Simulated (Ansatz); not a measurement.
# CoO in Ansatz: the effect of Hubbard term

The system is CoO.

```xyz
4
Lattice="2.5705 0.0000 0.0000 0.0000 2.5705 0.0000 0.0000 0.0000 5.1411" Properties=species:S:1:pos:R:3 pbc="T T T"
Co    0.0000    0.0000    0.0000
Co    0.0000    0.0000    2.5705
O     1.2853    1.2853    1.2853
O     1.2853    1.2853    3.8558
```

Measurements of this composition are mostly on another form, of space group No. 225.

The cell isn't the ideal one: another cell of the same crystal, with 4 atoms.

Alike in all runs:

- Program: Ansatz 0.2.0
- Task: density of states
- Functional: PBE
- Potentials or basis: Ansatz PAW
- Cutoff: 420 eV (not typed: the program's choice for these potentials)
- k mesh: 10 × 10 × 5
- Occupations: fermi-dirac, width 0.05 eV
- Spin: collinear spin, antiferromagnetic start
- Starting moments: [2.0, -2.0, 0.0, 0.0] μB
- Hubbard projectors: ortho-atomic (the default)
- Double counting: fll (the default)

```csv
Hubbard term,gap on the mesh (eV),pressure (GPa)
Co d U = 2 eV,1.61,16.4
Co d U = 3 eV,?,?
Co d U = 4 eV,2.22,20.6
```

Problem. What does the run with Hubbard term Co d U = 3 eV give?

Solution. gap on the mesh 2.22 eV; pressure 18.5 GPa.

Caveats: the magnetic or orbital state may not be the lowest; odd divisions of the mesh miss points on the zone boundary, where band edges often lie, so the gap on the mesh can be too wide; the density of states is complete only up to the lowest level of the last band computed.

A k mesh can miss the band edges.
